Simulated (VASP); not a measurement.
# InSe (P-6m2) in VASP: further runs

Runs on InSe. Level: PBE+D3(BJ). Tasks: relaxation of cell and atoms.

Program: VASP 6.6.1. These are calculated values, not measurements. Logs are shortened: lines on timing, memory, paths and dates and some standing lists are left out, and cuts for length are marked.

## 1. The crystal as given

It takes space group P-6m2 (No. 187, hexagonal). The conventional cell has a = 4.047 Å, b = 4.047 Å, c = 18.052 Å, α = 90.00°, β = 90.00°, γ = 120.00°. In (site symmetry 3m) is surrounded by 3 Se at 2.65 Å and 1 In at 2.79 Å. In (site symmetry 3m) is surrounded by 3 Se at 2.65 Å and 1 In at 2.79 Å. Se (site symmetry 3m) is surrounded by 3 In at 2.65 Å. Se (site symmetry 3m) is surrounded by 3 In at 2.65 Å.

Measurements of this composition are mostly on another form, of space group No. 160.

## 2. Relaxation of cell and atoms, PBE+D3(BJ)

File INCAR:

```
PREC = Accurate
ENCUT = 600
EDIFF = 1E-6
ISMEAR = 0
SIGMA = 0.03
LREAL = F
LASPH = T
NELM = 80
ALGO = Normal
ISIF = 3
LWAVE = F
LCHARG = F
GGA = PE
IVDW = 12
IBRION = 2
NSW = 90
EDIFFG = -0.01
KPAR = 2
```

File KPOINTS:

```
Automatic mesh
0
Gamma
  9 9 2
```

File POSCAR:

```
InSe
1.0
    4.0473293200      0.0000000000      0.0000000000
   -2.0236646600      3.5050900000      0.0000000000
    0.0000000000      0.0000000000     18.0520649100
In Se
4 4
Direct
    0.0000000000      0.0000000000      0.5773936800
    0.0000000000      0.0000000000      0.4226063200
    0.3333333300      0.6666666700      0.9226095100
    0.3333333300      0.6666666700      0.0773904900
    0.6666666700      0.3333333300      0.8530000700
    0.6666666700      0.3333333300      0.1469999300
    0.3333333300      0.6666666700      0.6470157200
    0.3333333300      0.6666666700      0.3529842800
```

Potentials or basis: VASP PAW PBE potentials, release 64 (In_d, Se).

Command:

```console
cat potpaw_PBE.64/In_d/POTCAR potpaw_PBE.64/Se/POTCAR > POTCAR
mpirun -np 2 vasp_std > vasp.out
```

OUTCAR:

```text
PREC = Accurate
   ENCUT = 600
   EDIFF = 1E-6
   ISMEAR = 0
   LREAL = F
   LASPH = T
   NELM = 80
   ISIF = 3
   GGA = PE
   IVDW = 12
   IBRION = 2
   NSW = 90
   EDIFFG = -0.01
 IVDW          = 12

 ion  position               nearest neighbor table
   1  0.000  0.000  0.577-   7 2.65   7 2.65   7 2.65   2 2.79
   2  0.000  0.000  0.423-   8 2.65   8 2.65   8 2.65   1 2.79
   3  0.333  0.667  0.923-   5 2.65   5 2.65   5 2.65   4 2.79
   4  0.333  0.667  0.077-   6 2.65   6 2.65   6 2.65   3 2.79
   5  0.667  0.333  0.853-   3 2.65   3 2.65   3 2.65
   6  0.667  0.333  0.147-   4 2.65   4 2.65   4 2.65
   7  0.333  0.667  0.647-   1 2.65   1 2.65   1 2.65
   8  0.333  0.667  0.353-   2 2.65   2 2.65   2 2.65

  LATTYP: Found a hexagonal cell.
 ALAT       =     4.0473293200
 C/A-ratio  =     4.4602411820

  Lattice vectors:

 A1 = (   4.0473293200,   0.0000000000,   0.0000000000)
 A2 = (  -2.0236646600,   3.5050900000,   0.0000000000)
 A3 = (   0.0000000000,   0.0000000000,  18.0520649100)

Analysis of symmetry for initial positions (statically):
=====================================================================
 Subroutine PRICEL returns:
 Original cell was already a primitive cell.

 Routine SETGRP: Setting up the symmetry group for a
 hexagonal supercell.

 Subroutine GETGRP returns: Found 12 space group operations
 (whereof 12 operations were pure point group operations)
 out of a pool of 24 trial point group operations.

The static configuration has the point symmetry D_3h.

Analysis of symmetry for dynamics (positions and initial velocities):
=====================================================================
 Subroutine PRICEL returns:
 Original cell was already a primitive cell.

 Routine SETGRP: Setting up the symmetry group for a
 hexagonal supercell.

 Subroutine GETGRP returns: Found 12 space group operations
 (whereof 12 operations were pure point group operations)
 out of a pool of 24 trial point group operations.

The dynamic configuration has the point symmetry D_3h.

 Subroutine INISYM returns: Found 12 space group operations
 (whereof 12 operations are pure point group operations),
 and found     1 'primitive' translations

----------------------------------------------------------------------------------------

                                     Primitive cell

  volume of cell :     256.0912

  direct lattice vectors                    reciprocal lattice vectors
     4.047329320  0.000000000  0.000000000     0.247076509  0.142649689  0.000000000
[... 89 lines left out ...]
   ISTART =      0    job   : 0-new  1-cont  2-samecut
   ICHARG =      2    charge: 1-file 2-atom 10-const
   ISPIN  =      1    spin polarized calculation?
   LNONCOLLINEAR =      F non collinear calculations
   LSORBIT =      F    spin-orbit coupling
   LASPH  =      T    aspherical Exc in radial PAW
   ENCUT  =  600.0 eV  44.10 Ry    6.64 a.u.   8.08  8.08 36.05*2*pi/ulx,y,z
   NELM   =     80;   NELMIN=  2; NELMDL= -5     # of ELM steps
   EDIFF  = 0.1E-05   stopping-criterion for ELM
   LREAL  =      F    real-space projection
   EDIFFG = -.1E-01   stopping-criterion for IOM
   NSW    =     90    number of steps for IOM
   IBRION =      2    ionic relax: 0-MD 1-quasi-New 2-CG
   NFREE  =      1    steps in history (QN), initial steepest desc. (CG)
   ISIF   =      3    stress and relaxation
   ISYM   =      2    0-nonsym 1-usesym 2-fastsym
   POTIM  = 0.5000    time-step for ionic-motion
   TEBEG  =    0.0;   TEEND  =   0.0 temperature during run
   PSTRESS=    0.0 pullay stress
   NELECT =      76.0000    total number of electrons
   NUPDOWN=      -1.0000    fix difference up-down
   EMIN   =  10.00;   EMAX   =-10.00  energy-range for DOS
   EFERMI =   0.00;   METHOD = LEGACY
   ISMEAR =     0;   SIGMA  =   0.03  broadening in eV -4-tet -1-fermi 0-gaus
   EFERMI_NEDOS =   21; number of points for ismear=-14 and -15
   IALGO  =     38    algorithm
   IMIX   =      4    mixing-type and parameters
     AMIX     =   0.40;   BMIX     =  1.00
     AMIX_MAG =   1.60;   BMIX_MAG =  1.00
  volume/ion in A,a.u.               =      32.01       216.02
  Fermi-wavevector in a.u.,A,eV,Ry     =   1.091980  2.063542 16.223849  1.192419
  Thomas-Fermi vector in A             =   2.228236
   LORBIT       =      0    0 simple, 1 ext, 2 COOP (PROOUT), +10 PAW based schemes
   GGA     = PE    functional components
   LHFCALC =     F    Hartree Fock is set to
   AEXX    =    0.0000 exact exchange contribution
   IVDW    =    12    specifies the selected vdW correction
   LEPSILON=     F    determine dielectric tensor
   LRPA    =     F    only Hartree local field effects (RPA)
 conjugate gradient relaxation of ions
 non-spin polarized calculation
 Gauss-broadening in eV      SIGMA  =   0.03
  energy-cutoff  :      600.00
  volume of cell :      256.09
 maximum number of plane-waves:      8592
   NGX = 17   NGY = 17   NGZ = 73

--------------------------------------- Ionic step        1  -------------------------------------------

 number of electron      75.9999992 magnetization

 Free energy of the ion-electron system (eV)
  ---------------------------------------------------
  ext. energy  EPLUGINS =         0.00000000
  ---------------------------------------------------
  free energy    TOTEN  =       -28.40847681 eV

  energy without entropy =      -28.40847681  energy(sigma->0) =      -28.40847681

------------------------ aborting loop because EDIFF is reached ----------------------------------------

 Edisp (eV)   -2.16103

 E8    (eV) :    -0.9893
[... 123 lines left out ...]
  FREE ENERGIE OF THE ION-ELECTRON SYSTEM (eV)
  ---------------------------------------------------
  free  energy   TOTEN  =       -30.5817448055 eV

  energy  without entropy=      -30.5817448055  energy(sigma->0) =      -30.58174481

[... ionic steps 4 to 32 ...]

--------------------------------------- Ionic step       33  -------------------------------------------

 number of electron      75.9999989 magnetization

------------------------ aborting loop because EDIFF is reached ----------------------------------------
[... 87 lines left out ...]
--------------------------------------- Ionic step       35  -------------------------------------------

 number of electron      75.9999990 magnetization

 Free energy of the ion-electron system (eV)
  ---------------------------------------------------
  ext. energy  EPLUGINS =         0.00000000
  ---------------------------------------------------
  free energy    TOTEN  =       -28.31557780 eV

  energy without entropy =      -28.31557780  energy(sigma->0) =      -28.31557780

 E-fermi :   4.2603     XC(G=0):  -8.9083

 val. band max:        4.1201405137   @ k =   0.0000   0.0000   0.0000
 cond. band min:       4.4054147798   @ k =   0.0000   0.0000   0.0000
 fundamental gap:      0.2852742661
 Fermi energy:         4.2602745983

 k-point     1 :       0.0000    0.0000    0.0000
  band No.  band energies     occupation
      1     -10.7257      2.00000
      2     -10.7176      2.00000
      3     -10.5404      2.00000
      4     -10.5404      2.00000
      5     -10.5316      2.00000
      6     -10.5316      2.00000
[... 1180 lines left out ...]
  FREE ENERGIE OF THE ION-ELECTRON SYSTEM (eV)
  ---------------------------------------------------
  free  energy   TOTEN  =       -30.7085372452 eV

  energy  without entropy=      -30.7085372452  energy(sigma->0) =      -30.70853725

 reached required accuracy - stopping structural energy minimisation
```

It took 59 min on 2 MPI ranks of Intel Xeon Platinum 8488C (Sapphire Rapids), shared host; peak memory 0.59 GiB.

What came out:

```yaml
Free_energy: -30.7085 eV
Relaxed_volume: 29.34 Å³/atom
Relaxed_cell: a = 4.037 Å, b = 4.037 Å, c = 16.631 Å, α = 90.00°, β = 90.00°, γ = 120.00°
Space_group_after_relaxing_to_0.05_Å: P-6m2 (No. 187)
Energy_gained_by_relaxing: 17.4 meV/atom
Ionic_steps: 35
Pressure_after_relaxing: 0.0 GPa
Band_gap_on_the_k_mesh: 0.29 eV, direct
Dispersion_energy_per_atom: -0.299 eV
```

Forces on the atoms (eV/Å):
```
In   0.000  0.000  0.003
In   0.000  0.000 -0.003
In   0.000  0.000 -0.001
In   0.000  0.000  0.001
Se   0.000  0.000  0.002
Se   0.000  0.000 -0.002
Se   0.000  0.000 -0.002
Se   0.000  0.000  0.002
```

Step by step:
```
step  energy change (eV)  largest force (eV/Å)  pressure (GPa)  volume (Å³)
   1              0.0000                0.2588           -0.01       256.09
   2             -0.0109                0.1413           -0.29       256.01
   3             -0.0122                0.1573           -0.43       255.97
   4             -0.0205                0.1703           -0.26       254.00
   5             -0.0315                0.2042            0.16       249.10
   6             -0.0321                0.2152            0.32       247.56
   7             -0.0418                0.1668            0.22       246.94
   8             -0.0603                0.0401           -0.05       245.09
   9             -0.0541                0.1701           -0.47       241.40
  10             -0.0646                0.0512           -0.21       243.63
  11             -0.0729                0.0474           -0.23       242.88
  12             -0.0954                0.0446           -0.25       240.60
  13             -0.1266                0.0716           -0.16       235.98
  14             -0.0909                0.2000            0.41       226.50
  15             -0.1337                0.0731           -0.03       233.95
  16             -0.1343                0.0816            0.00       233.13
  17             -0.1366                0.0482            0.05       233.54
  18             -0.1382                0.0253            0.13       234.13
  19             -0.1382                0.0264            0.14       234.25
  20             -0.1386                0.0290           -0.02       235.21
  21             -0.1386                0.0285           -0.05       235.26
  22             -0.1386                0.0304           -0.05       235.23
  23             -0.1388                0.0059           -0.03       235.31
  24             -0.1388                0.0100           -0.03       235.34
  25             -0.1388                0.0081           -0.03       235.33
  26             -0.1388                0.0110            0.00       235.15
  27             -0.1388                0.0145            0.03       234.99
  28             -0.1389                0.0122            0.02       234.97
  29             -0.1389                0.0188            0.01       234.88
  30             -0.1389                0.0375           -0.01       234.72
  31             -0.1389                0.0246            0.01       234.84
  32             -0.1389                0.0194            0.00       234.83
  33             -0.1390                0.0103           -0.01       234.79
  34             -0.1390                0.0096           -0.03       234.72
  35             -0.1390                0.0027           -0.02       234.75
```

Final structure:
```
In Se
1.0
     4.03714    0.00000    0.00000
    -2.01857    3.49626    0.00000
     0.00000    0.00000   16.63134
In Se
4 4
Direct
  0.00000 0.00000 0.58398
  0.00000 0.00000 0.41602
  0.33333 0.66667 0.91600
  0.33333 0.66667 0.08400
  0.66667 0.33333 0.83862
  0.66667 0.33333 0.16138
  0.33333 0.66667 0.66126
  0.33333 0.66667 0.33874
```

Caveat: spin-orbit coupling is left out, which moves the levels of the heavy elements.

## 3. Relaxation of cell and atoms, PBE+D3(BJ)

This run uses another cell than the first one, of 29.34 Å³/atom, 0.917 times its volume.

INCAR, as its differences from that of step 2:

```diff
@@ -2,3 +2,3 @@
 ENCUT = 600
-EDIFF = 1E-6
+EDIFF = 1E-7
 ISMEAR = 0
@@ -16,3 +16,3 @@
 NSW = 90
-EDIFFG = -0.01
+EDIFFG = -0.005
 KPAR = 2
```

KPOINTS is that of step 2.

File POSCAR:

```
InSe                                    
1.0
    4.0371353004      0.0000000000     -0.0000000000
   -2.0185676502      3.4962617201     -0.0000000000
    0.0000000000     -0.0000000000     16.6313356166
  In              Se            
     4     4
Direct
     0.0000000000000000    0.0000000000000000    0.5839802493615502
     0.0000000000000000    0.0000000000000000    0.4160197506384493
     0.3333333300000021    0.6666666699999979    0.9160043624203763
     0.3333333300000021    0.6666666699999979    0.0839956375796237
     0.6666666699999979    0.3333333300000021    0.8386226557138994
     0.6666666699999979    0.3333333300000021    0.1613773442861006
     0.3333333300000021    0.6666666699999979    0.6612623897443946
     0.3333333300000021    0.6666666699999979    0.3387376102556057
```

Potentials or basis: VASP PAW PBE potentials, release 64 (In_d, Se).

Command:

```console
cat potpaw_PBE.64/In_d/POTCAR potpaw_PBE.64/Se/POTCAR > POTCAR
mpirun -np 2 vasp_std > vasp.out
```

Run time: 5.1 min. Hardware: 2 MPI ranks of Intel Xeon Platinum 8488C (Sapphire Rapids), shared host; peak memory 0.53 GiB.

The run converged. Its results:

```yaml
Free_energy: -30.7077 eV
Relaxed_volume: 29.33 Å³/atom
Relaxed_cell: a = 4.037 Å, b = 4.037 Å, c = 16.627 Å, α = 90.00°, β = 90.00°, γ = 120.00°
Space_group_after_relaxing_to_0.05_Å: P-6m2 (No. 187)
Energy_gained_by_relaxing: 0.0 meV/atom
Ionic_steps: 2
Pressure_after_relaxing: 0.0 GPa
Largest_force_after_relaxing: 0.004 eV/Å
Band_gap_on_the_k_mesh: 0.29 eV, direct
Dispersion_energy_per_atom: -0.299 eV
```

Forces on the atoms (eV/Å):
```
In   0.000  0.000 -0.001
In   0.000  0.000  0.001
In   0.000  0.000  0.002
In   0.000  0.000 -0.002
Se   0.000  0.000 -0.003
Se   0.000  0.000  0.003
Se   0.000  0.000  0.004
Se   0.000  0.000 -0.004
```

Final structure:
```cif
data_structure
_symmetry_space_group_name_H-M 'P 1'
_symmetry_Int_Tables_number 1
_cell_length_a 4.0365
_cell_length_b 4.0365
_cell_length_c 16.6271
_cell_angle_alpha 90.000
_cell_angle_beta 90.000
_cell_angle_gamma 120.000
_cell_volume 234.62
loop_
_atom_site_label
_atom_site_type_symbol
_atom_site_fract_x
_atom_site_fract_y
_atom_site_fract_z
_atom_site_occupancy
In1 In 0.00000 0.00000 0.58399 1
In2 In 0.00000 0.00000 0.41601 1
In3 In 0.33333 0.66667 0.91600 1
In4 In 0.33333 0.66667 0.08400 1
Se1 Se 0.66667 0.33333 0.83863 1
Se2 Se 0.66667 0.33333 0.16137 1
Se3 Se 0.33333 0.66667 0.66126 1
Se4 Se 0.33333 0.66667 0.33874 1
```

Levels at points of the mesh, in eV from the valence-band top:
```
           k point  band 36  band 37  band 38  band 39  band 40  band 41
(0.00, 0.00, 0.00)    -1.16    -1.16     0.00     0.29     1.68     2.00
(0.00, 0.00, 0.50)    -1.20    -0.98    -0.94     1.11     1.20     2.06
```

Caveat: spin-orbit coupling is left out, which moves the levels of the heavy elements. As with any semilocal functional, this PBE gap is likely too small.
